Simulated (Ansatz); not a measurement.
Density of states of ZrO₂ (Fm-3m, a = 5.089 Å, b = 5.089 Å, c = 5.089 Å, α = 90.00°, β = 90.00°, γ = 90.00°), in states per eV and primitive cell, averaged over bins of 0.4 eV. The calculation used DFT r2SCAN, scalar-relativistic, plane waves, PAW in Ansatz.

Settings: cutoff 500 eV, Γ-centred mesh 8×8×8 on the computed 3-atom cell, Gaussian smearing of 0.02 eV; no spin polarisation.

The cell is relaxed at this level. The states (both spins) are summed by tetrahedra on a 12×12×12 mesh at the self-consistent density. Energies are bin centres; the table starts no lower than −8 eV and ends at 6 eV, or lower where the solved bands end.

The gap is 3.89 eV at this level, with the zero inside it.

```csv
E − E_F (eV),total,O 2p,Zr 4d,O 2s,Zr 5s
-7.75,0.17,0.11,0.04,0.00,0.01
-7.35,0.53,0.36,0.13,0.00,0.03
-6.95,1.91,1.32,0.52,0.01,0.03
-6.55,3.39,2.38,0.92,0.01,0.03
-6.15,2.43,1.81,0.53,0.01,0.04
-5.75,2.52,2.01,0.38,0.02,0.06
-5.35,2.34,1.90,0.30,0.03,0.05
-4.95,1.60,1.33,0.17,0.03,0.04
-4.55,1.34,1.11,0.14,0.03,0.03
-4.15,2.14,1.83,0.21,0.03,0.02
-3.75,2.32,2.02,0.21,0.02,0.02
-3.35,3.00,2.62,0.29,0.02,0.02
-2.95,3.40,3.07,0.23,0.02,0.02
-2.55,2.42,2.27,0.09,0.01,0.00
-2.15,0.48,0.47,0.01,0.00,0.00
-1.75,0.00,0.00,0.00,0.00,0.00
-1.35,0.00,0.00,0.00,0.00,0.00
-0.95,0.00,0.00,0.00,0.00,0.00
-0.55,0.00,0.00,0.00,0.00,0.00
-0.15,0.00,0.00,0.00,0.00,0.00
0.25,0.00,0.00,0.00,0.00,0.00
0.65,0.00,0.00,0.00,0.00,0.00
1.05,0.00,0.00,0.00,0.00,0.00
1.45,0.00,0.00,0.00,0.00,0.00
1.85,0.01,0.00,0.01,0.00,0.00
2.25,0.88,0.04,0.83,0.00,0.00
2.65,5.31,0.61,4.57,0.03,0.04
3.05,3.43,0.31,3.08,0.00,0.01
3.45,0.36,0.02,0.34,0.00,0.00
3.85,0.00,0.00,0.00,0.00,0.00
4.25,0.00,0.00,0.00,0.00,0.00
4.65,1.62,0.07,1.21,0.25,0.01
5.05,2.14,0.19,1.50,0.27,0.02
5.45,2.09,0.30,1.37,0.19,0.07
```

The columns after the total are the main Löwdin projections on the occupied valence shells of the potentials; 1 other is left out. The rest of the total lies in those, in shells that are empty in the free atom, which aren't projected, and between the atoms.

This fluorite-type form isn't the usual stable structure of the compound.